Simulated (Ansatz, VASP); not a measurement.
**Au: VASP beside Ansatz**

INCAR

```
PREC = Accurate
ENCUT = 520
EDIFF = 1E-6
ISMEAR = 0
SIGMA = 0.1
LREAL = False
LASPH = True
NELM = 100
ALGO = Normal
ISIF = 2
LWAVE = False
LCHARG = False
GGA = PE
NBANDS = 18
```

File KPOINTS:

```
regular mesh
0
Gamma
  24 24 12
```

File POSCAR:

```
Au
1.0
    1.4113099650     -2.5559330250      0.0000000000
    1.4113099650      2.5559330250      0.0000000000
    0.0000000000      0.0000000000      4.8931696100
Au
2
Direct
    0.6653279700      0.3346720300      0.2500000000
    0.3346720300      0.6653279700      0.7500000000
```

Input for Ansatz:

```yaml
crystal:
  lattice:
    - [1.411309965, -2.555933025, 0.0]
    - [1.411309965, 2.555933025, 0.0]
    - [0.0, 0.0, 4.89316961]
  atoms:
    - { symbol: Au, position: [0.66532797, 0.33467203, 0.25] }
    - { symbol: Au, position: [0.33467203, 0.66532797, 0.75] }
basis:
  ecutwfc: 420
kpoints:
  mp_grid: { grid: [24, 24, 12] }
hamiltonian:
  xc: pbe
scf:
  occupations: { method: gaussian, width: 0.1 }
output:
  forces: true
  stress: true
  eigenvalues: true
```

Alike in both runs: task single point; functional PBE; k mesh 24 × 24 × 12; occupations gaussian, width 0.1 eV; no spin polarisation.

|  | VASP | Ansatz |
| --- | --- | --- |
| version | VASP 6.6.1 | Ansatz 0.2.0 |
| potentials or method | VASP PAW PBE potentials, release 64 (Au) | scalar-relativistic, plane waves, PAW |
| plane-wave cutoff (eV) | 520 | 420 |
| valence electrons in the cell | 22 | 38 |

VASP gave:

```
gap on the k mesh at the Fermi level (eV)       : none
pressure (GPa)                                  : 2.9
largest component of the traceless stress (GPa) : 1.88
rms of the force components (eV/Å)              : 0.011
```

Estimate Ansatz's values.

gap on the k mesh at the Fermi level (eV): none; pressure (GPa): 3.1; largest component of the traceless stress (GPa): 1.89; rms of the force components (eV/Å): 0.011.

Atom by atom the forces differ by 0.000 eV/Å (rms over components). A gap of «none» marks a metal or a gap that the smearing closes. With one functional, cell and mesh, what is left measures potentials, basis and numerics. The two sets of potentials don't hold the same shells in valence.

The runs have no spin-orbit coupling, so splittings on Au are missing.
